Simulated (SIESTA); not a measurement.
A run of SIESTA 5.4.2 is set up as follows.

File Li2Se.fdf:

```
SystemName                      Li2Se
SystemLabel                     Li2Se
NumberOfSpecies                 2
NumberOfAtoms                   3
%block ChemicalSpeciesLabel
  1  34 Se
  2   3 Li
%endblock ChemicalSpeciesLabel

LatticeConstant                 1.0 Ang
%block LatticeVectors
     0.0000000000     3.0025000000     3.0025000000
     3.0025000000     0.0000000000     3.0025000000
     3.0025000000     3.0025000000     0.0000000000
%endblock LatticeVectors
AtomicCoordinatesFormat         Fractional
%block AtomicCoordinatesAndAtomicSpecies
     0.0000000000     0.0000000000     0.0000000000  1  Se
     0.7500000000     0.7500000000     0.7500000000  2  Li
     0.2500000000     0.2500000000     0.2500000000  2  Li
%endblock AtomicCoordinatesAndAtomicSpecies

%block kgrid.MonkhorstPack
    8   0   0  0.0
    0   8   0  0.0
    0   0   8  0.0
%endblock kgrid.MonkhorstPack
XC.Functional                   GGA
XC.Authors                      PBEsol
PAO.BasisSize                   DZP
PAO.EnergyShift                 0.003 Ry
Mesh.Cutoff                     800 Ry
OccupationFunction              FD
ElectronicTemperature           0.05 eV
MaxSCFIterations                120
SCF.MustConverge                false
SCF.Mixer.Method                Pulay
SCF.Mixer.Weight                0.25
SCF.Mixer.History               8
SCF.DM.Tolerance                5.0e-05
SCF.H.Tolerance                 1.0e-03 eV
WriteForces                     true
Charge.Mulliken                 end
BandLinesScale                  ReciprocalLatticeVectors
%block BandLines
    1    0.000000   0.000000   0.000000  \Gamma
   12    0.500000   0.000000   0.500000  X
    6    0.500000   0.250000   0.750000  W
    4    0.375000   0.375000   0.750000  K
   13    0.000000   0.000000   0.000000  \Gamma
   11    0.500000   0.500000   0.500000  L
    8    0.625000   0.250000   0.625000  U
    4    0.500000   0.250000   0.750000  W
    9    0.500000   0.500000   0.500000  L
    8    0.375000   0.375000   0.750000  K
    1    0.625000   0.250000   0.625000  U
    4    0.500000   0.000000   0.500000  X
%endblock BandLines
%block PAO.PolarizationScheme
  Li non-perturbative
%endblock PAO.PolarizationScheme
%block PAO.Basis
  Se 4
  n=4 0 2
    5.129 0.000
  n=4 1 2
    6.708 0.000
  n=3 2 2
    2.662 0.000
  n=4 2 1
    6.708
  Li 3
  n=1 0 2
    2.788 0.000
  n=2 0 2
    9.500 0.000
  n=2 1 1
    9.500
%endblock PAO.Basis
```

Potentials or basis: PseudoDojo 0.4 standard (PBEsol files), DZP (energy shift 0.003 Ry; two zetas on semicore shells).

The run is started by

```console
$ siesta Li2Se.fdf > Li2Se.out 2>&1
```

Task: Predict the band gap on the k mesh.

Result: 2.99 eV, indirect (least direct gap 3.31 eV).

Task: Predict the band gap along the path.

Result: 2.99 eV, indirect (least direct gap 3.31 eV).

Task: Predict the pressure.

Result: -0.5 GPa.

Levels at the corners of the path, in eV from the valence-band top:
| point | band 9 | band 10 | band 11 | band 12 | band 13 | band 14 |
| --- | --- | --- | --- | --- | --- | --- |
| Γ | 0.00 | 0.00 | 0.00 | 3.31 | 5.91 | 5.91 |
| X | -2.34 | -1.44 | -1.44 | 2.99 | 6.56 | 10.48 |
| W | -1.95 | -1.95 | -1.74 | 5.14 | 6.81 | 8.38 |
| K | -2.12 | -2.12 | -1.18 | 4.18 | 7.61 | 8.96 |
| Γ | 0.00 | 0.00 | 0.00 | 3.31 | 5.91 | 5.91 |
| L | -3.00 | -0.54 | -0.54 | 5.21 | 6.28 | 6.28 |
| U | -2.12 | -2.12 | -1.18 | 4.18 | 7.61 | 8.96 |
| W | -1.95 | -1.95 | -1.74 | 5.14 | 6.81 | 8.38 |
| L | -3.00 | -0.54 | -0.54 | 5.21 | 6.28 | 6.28 |
| K | -2.12 | -2.12 | -1.18 | 4.18 | 7.61 | 8.96 |
| U | -2.12 | -2.12 | -1.18 | 4.18 | 7.61 | 8.96 |
| X | -2.34 | -1.44 | -1.44 | 2.99 | 6.56 | 10.48 |

Caveat: the basis of atomic orbitals isn't converged, which shifts pressures, moduli and gaps.
